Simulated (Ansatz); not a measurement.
# TiB (Pnma) in Ansatz: band structure with r2SCAN

Aim: the band structure of TiB with r2SCAN.

Everything below comes from runs of Ansatz 0.2.0. Logs are shortened: lines on timing, memory, paths and dates and some standing lists are left out, and cuts for length are marked.

## (1) The crystal as given

Symmetry: Pnma, No. 62, orthorhombic system. The conventional cell has a = 6.120 Å, b = 3.060 Å, c = 4.560 Å, α = 90.00°, β = 90.00°, γ = 90.00°. Around Ti (site symmetry m) lie 7 B at 2.34 to 2.54 Å. B (site symmetry m) is surrounded by 2 B at 1.83 Å.

## (2) Band structure, r2SCAN

File input.yaml:

```yaml
crystal:
  lattice:
    - [6.12, 0.0, 0.0]
    - [0.0, 3.06, 0.0]
    - [0.0, 0.0, 4.56]
  atoms:
    - { symbol: Ti, position: [0.677, 0.25, 0.377] }
    - { symbol: Ti, position: [0.323, 0.75, 0.623] }
    - { symbol: Ti, position: [0.823, 0.75, 0.877] }
    - { symbol: Ti, position: [0.177, 0.25, 0.123] }
    - { symbol: B, position: [0.529, 0.25, 0.897] }
    - { symbol: B, position: [0.471, 0.75, 0.103] }
    - { symbol: B, position: [0.971, 0.75, 0.397] }
    - { symbol: B, position: [0.029, 0.25, 0.603] }
hamiltonian:
  xc: r2scan
  pseudopotentials: { kind: paw }
kpoints:
  mp_grid: { grid: [5, 9, 6] }
  band_path:
    path:
      - [[0.0, 0.0, 0.0], [0.0, 0.5, 0.0], [0.0, 0.5, 0.5], [0.0, 0.0, 0.5], [0.0, 0.0, 0.0], [0.5, 0.0, 0.0], [0.5, 0.5, 0.0], [0.5, 0.5, 0.5], [0.5, 0.0, 0.5], [0.5, 0.0, 0.0]]
      - [[0.0, 0.0, 0.5], [0.5, 0.0, 0.5]]
      - [[0.5, 0.5, 0.0], [0.0, 0.5, 0.0]]
      - [[0.0, 0.5, 0.5], [0.5, 0.5, 0.5]]
    npoints: 10
scf:
  occupations: { method: fermi_dirac, width: 0.05 }
  n_extra_bands: 20
output:
  forces: true
  stress: true
  eigenvalues: true
  fatbands: true
  write_density: true
  write_potential: true
  elf: true
  volumetric_format: npy
```

Potentials or basis: Ansatz PAW.

Started as:

```console
$ ansatz run input.yaml --threads 4 --pin off --max-ram 11264MiB --backend cpu --events-out ev --progress --plain --runs-dir out
```

Output:

```text
Warning: RAYON_NUM_THREADS=4 ignored (pool sized by the plan → 4); use --threads N
scf.n_extra_bands = 20 over 30 filled bands (N_el = 60.0): the run solves 50 bands
Engine: ansatz 0.2.0, x86_64-unknown-linux-gnu
Pseudopotentials: kind: paw
Pseudopotential: Ti, paw, valence charge 12, recommended cutoff 500 eV (meta_gga), Ti.paw.azcp
Pseudopotential: B, paw, valence charge 3, recommended cutoff 500 eV (meta_gga), B.paw.azcp
Functional definition: r2SCAN
  parameter k0 = 0.174
  parameter k1 = 0.065
  parameter a1 = 4.9479
  exchange = r2scan_x(k0 = k0, k1 = k1, a1 = a1)
  correlation = r2scan_c
Crystal: 8 atoms, lattice volume = 85.396 Å³
Basis set: ecut = 500 eV, 2153 PW (Γ), exchange–correlation on 180×96×144 points (64 copies of the dense FFT grid, shifted against one another)
Bands: 50, of which v1, the nominal top of the filled ones, is band 30 counted from 1 (29 counted from 0)
Symmetry: 8 space group operations
Space group: Pnma (ITA 62), of the structure as read, at distance tolerance 4.4e-5 Å
k-points: 60 of 270
Non-local potential: Ti, projectors of the file, l = 0: 3, l = 1: 2, l = 2: 3, l = 3: 1
Non-local potential: B, projectors of the file, l = 0: 2, l = 1: 2, l = 2: 1
PAW form: soft (Blöchl's): semilocal exchange-correlation on the pseudo side does not see the compensation charge
PAW frozen core: Ti, regenerated for the run's functional (the file was generated under x = pbe(κ = 0.804, μ = 0.2195149727645171), c = pbe(β = 0.06672455060314922))
PAW frozen core: B, regenerated for the run's functional (the file was generated under x = pbe(κ = 0.804, μ = 0.2195149727645171), c = pbe(β = 0.06672455060314922))
PAW one-centre angular grid: Ti, 590 points (default); XC on 160 Gauss nodes
PAW one-centre angular grid: B, 302 points (default); XC on 160 Gauss nodes
Initial density: superposition of atomic densities (neutral atoms: chi_scale 0, normalization atom), corrected by the library's trained network
Initial wavefunctions: pseudopotential atomic-orbital guess
Functional: x = r2scan, c = r2scan; τ floored in thin density (d = 2e-4 eV/Å³)
SCF iter   1: F=—  HF=-10650.739756 eV  |F-HF|=—  |Δ(HF+E_count)|=         —  Δρ=1.19e-2  dr2=1.02e-1  dr2_τ=4.79e-1  ethr=1.77e-3  ⟨swp⟩=5.0  Hψ=11088  notcnv=0  defer=220
preconditioner: auto → Kerker (q_TF=auto, 2.572 Å⁻¹)  [metal: Δε(μ)=0.020 eV  Ē_g=8.232 eV  σ=0.050 eV  W_gap=0.10  n_scr=24 (ndim 8)  ℏωp=21.3 eV  f_vac=0.000  D(μ)=3.76/eV (n_scr^D=34)]
SCF iter   2: F=—  HF=-10650.898835 eV  |F-HF|=—  |Δ(HF+E_count)|=   1.59e-1  Δρ=4.35e-3  dr2=9.42e-3  dr2_τ=1.36e-3  ethr=1.70e-4  ⟨swp⟩=2.3  Hψ=5526  notcnv=0  defer=644
SCF iter   3: F=—  HF=-10650.901030 eV  |F-HF|=—  |Δ(HF+E_count)|=   2.19e-3  Δρ=2.08e-3  dr2=2.09e-3  dr2_τ=1.69e-4  ethr=1.57e-5  ⟨swp⟩=2.6  Hψ=3905  notcnv=0  defer=644
SCF iter   4: F=—  HF=-10650.902276 eV  |F-HF|=—  |Δ(HF+E_count)|=   1.25e-3  Δρ=3.12e-4  dr2=5.61e-5  dr2_τ=1.38e-6  ethr=3.48e-6  ⟨swp⟩=2.0  Hψ=3239  notcnv=0  defer=644
SCF iter   5: F=—  HF=-10650.902308 eV  |F-HF|=—  |Δ(HF+E_count)|=   3.26e-5  Δρ=6.21e-5  dr2=3.16e-6  dr2_τ=1.15e-7  ethr=9.35e-8  ⟨swp⟩=2.4  Hψ=3573  notcnv=0  defer=644
SCF iter   6: F=—  HF=-10650.902309 eV  |F-HF|=—  |Δ(HF+E_count)|=   4.50e-7  Δρ=1.28e-5  dr2=1.20e-7  dr2_τ=1.35e-8  ethr=5.27e-9  ⟨swp⟩=2.0  Hψ=3189  notcnv=0  defer=644
SCF iter   7: F=-10650.902309 eV  HF=-10650.902309 eV  |F-HF|=1.01e-9  |Δ(HF+E_count)|=   3.62e-8  Δρ=5.08e-6  dr2=1.74e-8  dr2_τ=4.12e-10  ethr=1.67e-10  ⟨swp⟩=12.6  Hψ=16545  notcnv=0
SCF 1 converged in 7 iterations: F = -10650.902309 eV  dr2 = 1.74e-8
NSCF: frozen V_eff on 124 k-points
SCF converged after 7 iterations
Free energy (F): -10650.902309 eV
Harris-Foulkes:  -10650.902309 eV  (|F-HF|=1.01e-9)
Internal energy: -10650.871067 eV  (E = F + TS)
E sigma→0 (E₀):  -10650.886688 eV
Entropy (-TS):   -0.031242 eV (-3.905 meV/atom)
Fermi energy:    13.883134 eV
--- Per-component energies (eV) ---
  E_band       = -553.094130
  E_kinetic    = 1288.376613
  E_local      = -3150.764160  (includes V_loc(G=0)·N_el)
  E_nonlocal   = 66.996786
  E_hartree    = 1314.932965
  E_xc         = -502.488347
  E_vxc        = -703.244547  (∫ρ·V_xc dr)
  E_paw        = -4545.141697  (= ΣΔE_a)
  E_vpaw       = -728.425664  (= ΣTr[D̂ρ^β])
  E_aug_tail   = 0.000352  (compensation charges beyond the density's cutoff)
  E_vtau       = 44.102952  (kinetic-family band-sum trace: ∫τ·v_τ [+ j·A + Jᵃ·Aᵃ] dr)
  E_ewald      = -5121.695981
  E_core_change = -1.087597  (= ΣΔE_core)
  E_smearing   = -0.031242  (= −TS)
  E_closure    = 0.000000  (closes the sum)
  Σ components = -10650.902309   (vs F -10650.902309, Δ=0.00e0)
--- Forces (eV/Å), atoms counted from 1 ---
  atom   1  Ti     0.10959159    -0.00000000    -0.00172947
  atom   2  Ti    -0.10959159     0.00000000     0.00172947
  atom   3  Ti    -0.10959159     0.00000000    -0.00172947
  atom   4  Ti     0.10959159    -0.00000000     0.00172947
  atom   5  B      0.07054668     0.00000000     0.25276620
  atom   6  B     -0.07054668     0.00000000    -0.25276620
  atom   7  B     -0.07054668     0.00000000     0.25276620
  atom   8  B      0.07054668     0.00000000    -0.25276620
  max |Σ_I F_I| component: 2.78e-17 eV/Å
--- Stress (GPa, compression-positive) ---
       -1.728478       0.000000       0.000000
        0.000000      -2.165969       0.000000
        0.000000       0.000000      -1.793050
  P = ⅓ Tr σ = -1.8958 GPa (-18.958 kbar)
--- Band table (eV; the first three rows and the last of 60) ---
  k-point 0: bands = ["-44.8284", "-44.7696", "-44.7232", "-44.6869", "-20.2464", "-20.2332", "-20.1792", "-20.0550", "-19.9828", "-19.9409", "-19.8454", "-19.8325", "-19.7677", "-19.7543", "-19.7149", "-19.7001", "2.1025", "3.8697", "8.1203", "8.5196", "9.8635", "10.8804", "11.1187", "11.3405", "11.7389", "12.5236", "12.8841", "13.0150", "14.5856", "14.7362", "14.9059", "15.2088", "15.4671", "15.5878", "15.5896", "16.0312", "16.1227", "16.3785", "17.0304", "17.6371", "17.9087", "17.9132", "18.8189", "19.3214", "19.7238", "20.1698", "20.5210", "21.6721", "21.6760", "23.5973"]
  k-point 1: bands = ["-44.8215", "-44.7640", "-44.7304", "-44.6923", "-20.2769", "-20.1965", "-20.1243", "-20.1009", "-19.9610", "-19.9294", "-19.8358", "-19.8297", "-19.7872", "-19.7793", "-19.7262", "-19.7100", "2.2599", "3.8154", "8.3148", "8.4385", "9.2574", "10.7628", "11.3479", "11.5378", "11.9886", "12.6230", "12.6366", "12.9545", "14.2076", "14.8969", "15.0937", "15.2346", "15.4782", "15.7495", "15.8519", "15.8664", "16.2472", "16.3785", "17.0323", "17.4221", "17.5900", "18.1882", "18.6465", "19.1180", "19.7515", "20.2216", "20.5083", "21.6038", "21.7289", "22.8294"]
  k-point 2: bands = ["-44.8025", "-44.7500", "-44.7487", "-44.7072", "-20.2799", "-20.1762", "-20.1231", "-20.0277", "-19.9607", "-19.8977", "-19.8602", "-19.8210", "-19.8111", "-19.8095", "-19.7627", "-19.7370", "2.6784", "3.6092", "8.2224", "8.4382", "9.0180", "10.3212", "11.4328", "12.1190", "12.1540", "12.3610", "12.5040", "13.1805", "13.5686", "14.6252", "15.1857", "15.6951", "15.7631", "15.8717", "16.0748", "16.3487", "16.3559", "16.3932", "17.0383", "17.2384", "17.4465", "18.0754", "18.1135", "18.6409", "19.5925", "20.1418", "20.7104", "21.6820", "21.7828", "22.0261"]
  k-point 59: bands = ["-44.7328", "-44.7328", "-44.7240", "-44.7240", "-20.2517", "-20.2517", "-20.2196", "-20.2196", "-19.9997", "-19.9997", "-19.9322", "-19.9322", "-19.8113", "-19.8113", "-19.7817", "-19.7817", "5.4231", "5.4231", "6.5849", "6.5849", "10.0677", "10.0677", "10.9463", "10.9463", "11.9361", "11.9361", "12.3028", "12.3028", "13.3324", "13.3324", "13.5987", "13.5987", "16.1072", "16.1072", "16.6365", "16.6365", "17.4683", "17.4683", "17.6017", "17.6017", "18.2540", "18.2540", "18.4746", "18.4746", "20.6956", "20.6956", "21.4717", "21.4717", "23.6507", "23.6507"]
```

Wall time 35 s (4 threads of Intel Xeon at 2.50GHz (Skylake/Cascade Lake), shared host); peak memory 0.85 GiB.

What came out:

```yaml
Free_energy: -10650.9023 eV
Pressure: -1.9 GPa
Largest_force: 0.262 eV/Å
Band_gap_on_the_k_mesh: none (metal or under the smearing width)
```

Forces in eV/Å, atoms in the order of the input:
```
Ti   0.110  0.000 -0.002
Ti  -0.110  0.000  0.002
Ti  -0.110  0.000 -0.002
Ti   0.110  0.000  0.002
B    0.071  0.000  0.253
B   -0.071  0.000 -0.253
B   -0.071  0.000  0.253
B    0.071  0.000 -0.253
```

Stress tensor (GPa, compression positive):
```
-1.73  0.00  0.00
 0.00 -2.17  0.00
 0.00  0.00 -1.79
```

Levels at the corners of the path, in eV from the Fermi level:
| point | band 27 | band 28 | band 29 | band 30 | band 31 | band 32 | band 33 | band 34 |
| --- | --- | --- | --- | --- | --- | --- | --- | --- |
| Γ | -1.00 | -0.87 | 0.70 | 0.85 | 1.02 | 1.33 | 1.58 | 1.70 |
| X | -2.01 | -2.01 | -0.92 | -0.92 | -0.46 | -0.46 | 3.16 | 3.16 |
| S | -1.60 | -1.60 | 0.08 | 0.08 | 0.68 | 0.68 | 1.10 | 1.10 |
| Y | -0.97 | -0.97 | -0.03 | -0.03 | 1.70 | 1.70 | 2.19 | 2.19 |
| Γ | -1.00 | -0.87 | 0.70 | 0.85 | 1.02 | 1.33 | 1.58 | 1.70 |
| Z | -1.39 | -1.39 | 0.51 | 0.51 | 0.88 | 0.88 | 1.86 | 1.86 |
| U | -2.12 | -2.12 | -0.79 | -0.79 | -0.79 | -0.79 | 3.42 | 3.42 |
| R | -1.80 | -1.80 | -0.49 | -0.49 | -0.49 | -0.49 | 2.62 | 2.62 |
| T | -1.28 | -1.28 | 0.32 | 0.32 | 1.14 | 1.14 | 2.05 | 2.05 |
| Z | -1.39 | -1.39 | 0.51 | 0.51 | 0.88 | 0.88 | 1.86 | 1.86 |
| Y | -0.97 | -0.97 | -0.03 | -0.03 | 1.70 | 1.70 | 2.19 | 2.19 |
| T | -1.28 | -1.28 | 0.32 | 0.32 | 1.14 | 1.14 | 2.05 | 2.05 |
| U | -2.12 | -2.12 | -0.79 | -0.79 | -0.79 | -0.79 | 3.42 | 3.42 |
| X | -2.01 | -2.01 | -0.92 | -0.92 | -0.46 | -0.46 | 3.16 | 3.16 |
| S | -1.60 | -1.60 | 0.08 | 0.08 | 0.68 | 0.68 | 1.10 | 1.10 |
| R | -1.80 | -1.80 | -0.49 | -0.49 | -0.49 | -0.49 | 2.62 | 2.62 |

Caveat: the PAW data sets come from PBE, with cores solved anew for the run's functional, which leaves a small shift of forces and pressure.
